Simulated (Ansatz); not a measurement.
# CdS (Hawleyite) (F-43m) in Ansatz: a series of runs

One crystal, CdS (Hawleyite), is run at these levels: BLYP+D4; tasks: single point, equation of state.

Everything below comes from runs of Ansatz 0.2.0. Logs are shortened: lines on timing, memory, paths and dates and some standing lists are left out, and cuts for length are marked.

**1. The crystal as given**

It takes space group F-43m (No. 216, cubic). The conventional cell has a = 5.833 Å, b = 5.833 Å, c = 5.833 Å, α = 90.00°, β = 90.00°, γ = 90.00°. Cd (site symmetry -43m) is surrounded by 4 S at 2.53 Å. Around S (site symmetry -43m) lie 4 Cd at 2.53 Å.

**2. Single point, BLYP+D4, 23.32 Å³/atom (volume scaled by 0.94)**

File input.yaml:

```yaml
crystal:
  lattice:
    - [0.0, 2.8569628861, 2.8569628861]
    - [2.8569628861, 0.0, 2.8569628861]
    - [2.8569628861, 2.8569628861, 0.0]
  atoms:
    - { symbol: Cd, position: [0.0, 0.0, 0.0] }
    - { symbol: S, position: [0.75, 0.75, 0.75] }
hamiltonian:
  xc: blyp
  pseudopotentials: { kind: paw }
  dispersion: d4
kpoints:
  mp_grid: { grid: [8, 8, 8] }
scf:
  occupations: { method: fermi_dirac, width: 0.05 }
output:
  forces: true
  stress: true
  eigenvalues: true
  write_density: true
  write_potential: true
  elf: true
  volumetric_format: npy
```

Potentials or basis: Ansatz PAW.

On the command line:

```sh
ansatz run input.yaml --threads 2 --pin off --max-ram 5120MiB --backend cpu --events-out ev --progress --plain --runs-dir out
```

The program printed:

```text
Warning: RAYON_NUM_THREADS=2 ignored (pool sized by the plan → 2); use --threads N
Engine: ansatz 0.2.0, x86_64-unknown-linux-gnu
Pseudopotentials: kind: paw
Pseudopotential: Cd, paw, valence charge 20, recommended cutoff 420 eV (normal), Cd.paw.azcp
Pseudopotential: S, paw, valence charge 6, recommended cutoff 420 eV (normal), S.paw.azcp
Functional definition: BLYP
  parameter beta = 0.0042
  parameter a = 0.04918
  parameter b = 0.132
  parameter c = 0.2533
  parameter d = 0.349
  exchange = b88_x(beta = beta)
  correlation = lyp_c(a = a, b = b, c = c, d = d)
Crystal: 2 atoms, lattice volume = 46.638 Å³
Basis set: ecut = 420 eV, 941 PW (Γ), exchange–correlation on 60×60×60 points (8 copies of the dense FFT grid, shifted against one another)
Bands: 17, of which v1, the nominal top of the filled ones, is band 13 counted from 1 (12 counted from 0)
Symmetry: 24 space group operations
Space group: F-43m (ITA 216), of the structure as read, at distance tolerance 3.6e-5 Å
k-points: 29 of 512 (time reversal used)
Non-local potential: Cd, projectors of the file, l = 0: 3, l = 1: 2, l = 2: 2, l = 3: 1
Non-local potential: S, projectors of the file, l = 0: 2, l = 1: 2, l = 2: 2
PAW form: soft (Blöchl's): semilocal exchange-correlation on the pseudo side does not see the compensation charge
PAW frozen core: Cd, regenerated for the run's functional, and the local potential with it (the file was generated under x = pbe(κ = 0.804, μ = 0.2195149727645171), c = pbe(β = 0.06672455060314922))
PAW frozen core: S, regenerated for the run's functional, and the local potential with it (the file was generated under x = pbe(κ = 0.804, μ = 0.2195149727645171), c = pbe(β = 0.06672455060314922))
PAW one-centre angular grid: Cd, 590 points (default); XC on 64 Gauss nodes
PAW one-centre angular grid: S, 110 points (default); XC on 64 Gauss nodes
Initial density: superposition of atomic densities (neutral atoms: chi_scale 0, normalization atom), corrected by the library's trained network
Initial wavefunctions: pseudopotential atomic-orbital guess
Functional: x = b88, c = lyp
SCF iter   1: F=—  HF=-9179.131168 eV  |F-HF|=—  |Δ(HF+E_count)|=         —  Δρ=6.00e-3  dr2=1.90e-2  ethr=1.77e-3  ⟨swp⟩=5.3  Hψ=2416  notcnv=0
preconditioner: auto → none  [insulator: Δε(μ)=1.299 eV  Ē_g=12.701 eV  σ=0.050 eV  W_gap=1.00  n_scr=14 (ndim 8)  ℏωp=23.1 eV  f_vac=0.116  D(μ)=0.00/eV (n_scr^D=0)  ε∞_Penn≈4.3]
SCF iter   2: F=—  HF=-9179.125915 eV  |F-HF|=—  |Δ(HF+E_count)|=   5.25e-3  Δρ=1.70e-3  dr2=1.68e-3  ethr=7.29e-5  ⟨swp⟩=2.0  Hψ=1102  notcnv=0
SCF iter   3: F=—  HF=-9179.125453 eV  |F-HF|=—  |Δ(HF+E_count)|=   4.62e-4  Δρ=9.61e-4  dr2=2.02e-4  ethr=6.45e-6  ⟨swp⟩=2.1  Hψ=661  notcnv=0
SCF iter   4: F=—  HF=-9179.125427 eV  |F-HF|=—  |Δ(HF+E_count)|=   2.65e-5  Δρ=3.47e-4  dr2=3.66e-5  ethr=7.79e-7  ⟨swp⟩=2.0  Hψ=756  notcnv=0
SCF iter   5: F=—  HF=-9179.125394 eV  |F-HF|=—  |Δ(HF+E_count)|=   3.29e-5  Δρ=6.64e-5  dr2=6.94e-7  ethr=1.41e-7  ⟨swp⟩=2.3  Hψ=808  notcnv=0
SCF iter   6: F=-9179.125394 eV  HF=-9179.125394 eV  |F-HF|=1.14e-8  |Δ(HF+E_count)|=   2.16e-7  Δρ=8.63e-6  dr2=1.87e-8  ethr=3.85e-10  ⟨swp⟩=8.9  Hψ=3306  notcnv=0
SCF 1 converged in 6 iterations: F = -9179.125394 eV  dr2 = 1.87e-8
SCF converged after 6 iterations
Free energy (F): -9179.125394 eV
Harris-Foulkes:  -9179.125394 eV  (|F-HF|=1.14e-8)
Internal energy: -9179.125394 eV  (E = F + TS)
E sigma→0 (E₀):  -9179.125394 eV
Entropy (-TS):   -0.000000 eV (-0.000 meV/atom)
Fermi energy:    8.849882 eV
--- Per-component energies (eV) ---
  E_band       = -478.806453
  E_kinetic    = 615.533248
  E_local      = -3919.148374  (includes V_loc(G=0)·N_el)
  E_nonlocal   = 60.022281
  E_hartree    = 1805.999103
  E_xc         = -272.371455
  E_vxc        = -305.682340  (∫ρ·V_xc dr)
  E_paw        = -4706.644442  (= ΣΔE_a)
  E_vpaw       = -541.537081  (= ΣTr[D̂ρ^β])
  E_aug_tail   = 0.000014  (compensation charges beyond the density's cutoff)
  E_ewald      = -2761.351223
  E_disp       = -1.262825  (pairwise vdW)
  E_core_change = 0.098278  (= ΣΔE_core)
  E_smearing   = -0.000000  (= −TS)
  E_closure    = 0.000000  (closes the sum)
  Σ components = -9179.125394   (vs F -9179.125394, Δ=0.00e0)
--- Forces (eV/Å), atoms counted from 1 ---
  atom   1  Cd    -0.00000000     0.00000000     0.00000000
  atom   2  S      0.00000000    -0.00000000     0.00000000
  max |Σ_I F_I| component: 1.94e-16 eV/Å
--- Stress (GPa, compression-positive) ---
        6.237784       0.000000       0.000000
       -0.000000       6.237784       0.000000
       -0.000000       0.000000       6.237784
  P = ⅓ Tr σ = 6.2378 GPa (62.378 kbar)
--- Band table (eV; the first three rows and the last of 29) ---
  k-point 0: bands = ["-93.2917", "-54.3546", "-54.3546", "-54.3546", "-4.5688", "0.1791", "0.1791", "0.1791", "0.7345", "0.7345", "8.1941", "8.1941", "8.1941", "9.4329", "14.7125", "14.7125", "14.7125"]
  k-point 1: bands = ["-93.2917", "-54.3547", "-54.3546", "-54.3546", "-4.4987", "0.2050", "0.2050", "0.2353", "0.7332", "0.7332", "7.1293", "8.0582", "8.0582", "10.2759", "14.4858", "14.9233", "14.9233"]
  k-point 2: bands = ["-93.2917", "-54.3550", "-54.3546", "-54.3546", "-4.3286", "0.2612", "0.2612", "0.4443", "0.7394", "0.7394", "5.5595", "7.7526", "7.7526", "11.0647", "14.5718", "15.2495", "15.2495"]
  k-point 28: bands = ["-93.2917", "-54.3552", "-54.3551", "-54.3549", "-3.9431", "0.4403", "0.4730", "0.6895", "0.7396", "1.4650", "3.9916", "5.6833", "5.8176", "13.7063", "13.7859", "15.5458", "16.3499"]
```

It took 1.2 s on 2 threads of AMD EPYC 7B13 (Zen 3), shared host; peak memory 0.36 GiB.

Results:

| Quantity | Value |
| --- | --- |
| Free energy | -9179.1254 eV |
| Pressure | 6.2 GPa |
| Band gap on the k mesh | 1.24 eV, direct |

Caveat: the PAW data sets come from PBE, with cores solved anew for the run's functional, which leaves a small shift of forces and pressure.

**3. Single point, BLYP+D4, 23.82 Å³/atom (volume scaled by 0.96)**

input.yaml, as its differences from that of step 2:

```diff
@@ -2,5 +2,5 @@
   lattice:
-    - [0.0, 2.8569628861, 2.8569628861]
-    - [2.8569628861, 0.0, 2.8569628861]
-    - [2.8569628861, 2.8569628861, 0.0]
+    - [0.0, 2.8770830059, 2.8770830059]
+    - [2.8770830059, 0.0, 2.8770830059]
+    - [2.8770830059, 2.8770830059, 0.0]
   atoms:
```

Potentials or basis: Ansatz PAW.

On the command line:

```sh
ansatz run input.yaml --threads 2 --pin off --max-ram 5120MiB --backend cpu --events-out ev --progress --plain --runs-dir out
```

Wall time 1.2 s (2 threads of AMD EPYC 7B13 (Zen 3), shared host); peak memory 0.36 GiB.

It converged, with:

```
Free energy            : -9179.1587 eV
Pressure               : 4.6 GPa
Band gap on the k mesh : 1.19 eV, direct
```

Caveat: the PAW data sets come from PBE, with cores solved anew for the run's functional, which leaves a small shift of forces and pressure.

**4. Single point, BLYP+D4, 24.31 Å³/atom (volume scaled by 0.98)**

File input.yaml:

```yaml
crystal:
  lattice:
    - [0.0, 2.8969255847, 2.8969255847]
    - [2.8969255847, 0.0, 2.8969255847]
    - [2.8969255847, 2.8969255847, 0.0]
  atoms:
    - { symbol: Cd, position: [0.0, 0.0, 0.0] }
    - { symbol: S, position: [0.75, 0.75, 0.75] }
hamiltonian:
  xc: blyp
  pseudopotentials: { kind: paw }
  dispersion: d4
kpoints:
  mp_grid: { grid: [8, 8, 8] }
scf:
  occupations: { method: fermi_dirac, width: 0.05 }
output:
  forces: true
  stress: true
  eigenvalues: true
```

On the command line:

```sh
ansatz run input.yaml --threads 2 --pin off --max-ram 5120MiB --backend cpu --events-out ev --progress --plain --runs-dir out
```

Wall time 0.92 s (2 threads of AMD EPYC 7B13 (Zen 3), shared host); peak memory 0.38 GiB.

Results (log left out):

```yaml
Free_energy: -9179.1822 eV
Pressure: 3.0 GPa
Band_gap_on_the_k_mesh: 1.14 eV, direct
```

Caveat: the PAW data sets come from PBE, with cores solved anew for the run's functional, which leaves a small shift of forces and pressure.

**5. Single point, BLYP+D4, 24.81 Å³/atom**

input.yaml, as its differences from that of step 4:

```diff
@@ -2,5 +2,5 @@
   lattice:
-    - [0.0, 2.8969255847, 2.8969255847]
-    - [2.8969255847, 0.0, 2.8969255847]
-    - [2.8969255847, 2.8969255847, 0.0]
+    - [0.0, 2.9165, 2.9165]
+    - [2.9165, 0.0, 2.9165]
+    - [2.9165, 2.9165, 0.0]
   atoms:
```

On the command line:

```sh
ansatz run input.yaml --threads 2 --pin off --max-ram 5120MiB --backend cpu --events-out ev --progress --plain --runs-dir out
```

Wall time 0.93 s (2 threads of AMD EPYC 7B13 (Zen 3), shared host); peak memory 0.38 GiB.

The run converged. Its results:

* Free energy: -9179.1967 eV
* Pressure: 1.7 GPa
* Band gap on the k mesh: 1.09 eV, direct

Caveat: the PAW data sets come from PBE, with cores solved anew for the run's functional, which leaves a small shift of forces and pressure.

**6. Single point, BLYP+D4, 25.30 Å³/atom (volume scaled by 1.02)**

input.yaml, as its differences from that of step 5:

```diff
@@ -2,5 +2,5 @@
   lattice:
-    - [0.0, 2.9165, 2.9165]
-    - [2.9165, 0.0, 2.9165]
-    - [2.9165, 2.9165, 0.0]
+    - [0.0, 2.9358151324, 2.9358151324]
+    - [2.9358151324, 0.0, 2.9358151324]
+    - [2.9358151324, 2.9358151324, 0.0]
   atoms:
```

Potentials or basis: Ansatz PAW.

On the command line:

```sh
ansatz run input.yaml --threads 2 --pin off --max-ram 5120MiB --backend cpu --events-out ev --progress --plain --runs-dir out
```

Wall time 0.94 s (2 threads of AMD EPYC 7B13 (Zen 3), shared host); peak memory 0.38 GiB.

Results (log left out):

| Property | Result |
| --- | --- |
| Free energy | -9179.2034 eV |
| Pressure | 0.5 GPa |
| Band gap on the k mesh | 1.05 eV, direct |

Caveat: the PAW data sets come from PBE, with cores solved anew for the run's functional, which leaves a small shift of forces and pressure.

**7. Single point, BLYP+D4, 25.80 Å³/atom (volume scaled by 1.04)**

input.yaml, as its differences from that of step 6:

```diff
@@ -2,5 +2,5 @@
   lattice:
-    - [0.0, 2.9358151324, 2.9358151324]
-    - [2.9358151324, 0.0, 2.9358151324]
-    - [2.9358151324, 2.9358151324, 0.0]
+    - [0.0, 2.9548794012, 2.9548794012]
+    - [2.9548794012, 0.0, 2.9548794012]
+    - [2.9548794012, 2.9548794012, 0.0]
   atoms:
```

On the command line:

```sh
ansatz run input.yaml --threads 2 --pin off --max-ram 5120MiB --backend cpu --events-out ev --progress --plain --runs-dir out
```

Run time: 0.96 s. Hardware: 2 threads of AMD EPYC 7B13 (Zen 3), shared host; peak memory 0.38 GiB.

It converged, with:

```
Free energy            : -9179.2029 eV
Pressure               : -0.6 GPa
Band gap on the k mesh : 1.00 eV, direct
```

Caveat: the PAW data sets come from PBE, with cores solved anew for the run's functional, which leaves a small shift of forces and pressure.

**8. Single point, BLYP+D4, 26.30 Å³/atom (volume scaled by 1.06)**

input.yaml, as its differences from that of step 7:

```diff
@@ -2,5 +2,5 @@
   lattice:
-    - [0.0, 2.9548794012, 2.9548794012]
-    - [2.9548794012, 0.0, 2.9548794012]
-    - [2.9548794012, 2.9548794012, 0.0]
+    - [0.0, 2.9737007966, 2.9737007966]
+    - [2.9737007966, 0.0, 2.9737007966]
+    - [2.9737007966, 2.9737007966, 0.0]
   atoms:
@@ -20 +20,5 @@
   eigenvalues: true
+  write_density: true
+  write_potential: true
+  elf: true
+  volumetric_format: npy
```

On the command line:

```sh
ansatz run input.yaml --threads 2 --pin off --max-ram 5120MiB --backend cpu --events-out ev --progress --plain --runs-dir out
```

Wall time 1.2 s (2 threads of AMD EPYC 7B13 (Zen 3), shared host); peak memory 0.39 GiB.

Results (log left out):

- Free energy: -9179.1961 eV
- Pressure: -1.6 GPa
- Band gap on the k mesh: 0.95 eV, direct

Caveat: the PAW data sets come from PBE, with cores solved anew for the run's functional, which leaves a small shift of forces and pressure.

**9. Equation of state, BLYP+D4**

Potentials or basis: Ansatz PAW.

No new run: the results of the series are fitted here.

What came out:

* Equilibrium volume: 25.52 Å³/atom
* Bulk modulus: 56 GPa
* Pressure derivative of the bulk modulus: 4.6

Energy against volume, from the lowest point:
| volume (Å³/atom) | energy (meV/atom) |
| --- | --- |
| 23.319 | 39.00 |
| 23.815 | 22.34 |
| 24.312 | 10.62 |
| 24.808 | 3.33 |
| 25.304 | 0.00 |
| 25.800 | 0.23 |
| 26.296 | 3.64 |

Caveat: the potentials were made for another functional, which shifts forces and pressure.
